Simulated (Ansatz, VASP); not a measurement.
**One calculation of Bi2Te3, two programs**

Contents of INCAR:

```
  ALGO = Normal
  EDIFF = 1E-6
  ENCUT = 520
  GGA = PE
  ISIF = 2
  ISMEAR = 0
  LASPH = True
  LCHARG = False
  LREAL = False
  LWAVE = False
  NBANDS = 32
  NELM = 80
  PREC = Accurate
  SIGMA = 0.05
```

The input KPOINTS:

```
k-points
0
Gamma
  8 8 8
```

POSCAR

```
Bi2Te3
1.0
    2.2085011708      1.2750787454      9.9466696256
   -2.2085011708      1.2750787454      9.9466696256
    0.0000000000     -2.5501574909      9.9466696256
Bi Te
2 3
Direct
    0.8120000000      0.8120000000      0.8120000000
    0.4020000000      0.4020000000      0.4020000000
    0.6110000000      0.6110000000      0.6110000000
    0.2000000000      0.2000000000      0.2000000000
    0.0000000000      0.0000000000      0.0000000000
```

Input for Ansatz:

```yaml
crystal:
  lattice:
    - [2.2085011708, 1.2750787454, 9.9466696256]
    - [-2.2085011708, 1.2750787454, 9.9466696256]
    - [0.0, -2.5501574909, 9.9466696256]
  atoms:
    - { symbol: Bi, position: [0.812, 0.812, 0.812] }
    - { symbol: Bi, position: [0.402, 0.402, 0.402] }
    - { symbol: Te, position: [0.611, 0.611, 0.611] }
    - { symbol: Te, position: [0.2, 0.2, 0.2] }
    - { symbol: Te, position: [0.0, 0.0, 0.0] }
basis:
  ecutwfc: 420
  ecutrho_ratio: 4
kpoints:
  mp_grid: { grid: [8, 8, 8] }
hamiltonian:
  xc: pbe
scf:
  occupations: { method: gaussian, width: 0.05 }
output:
  forces: true
  stress: true
  eigenvalues: true
```

Measurements of this composition are mostly on another form, of space group No. 166.

Alike in both runs: task single point; functional PBE; k mesh 8 × 8 × 8; occupations gaussian, width 0.05 eV; no spin polarisation.

```csv
,VASP,Ansatz
version,VASP 6.6.1,Ansatz 0.2.0
potentials or method,"VASP PAW PBE potentials, release 64 (Bi_d, Te)","scalar-relativistic, plane waves, PAW"
plane-wave cutoff (eV),520,420
valence electrons in the cell,48,78
```

```tsv
	VASP	Ansatz	Ansatz less VASP
gap on the k mesh at the Fermi level (eV)	none	none	-
pressure (GPa)	1.6	1.7	+0.04
largest component of the traceless stress (GPa)	0.55	0.55	-0.008
rms of the force components (eV/Å)	0.490	0.487	-0.0027
```

Atom by atom the forces differ by 0.004 eV/Å (rms over components). A gap of «none» marks a metal or a gap that the smearing closes. The two sets of potentials don't hold the same shells in valence.

Caveats: spin-orbit coupling is left out, which moves the levels of the heavy elements; forces of over 1 eV/Å show positions far from the minimum, so gaps and moduli don't describe the material at rest.
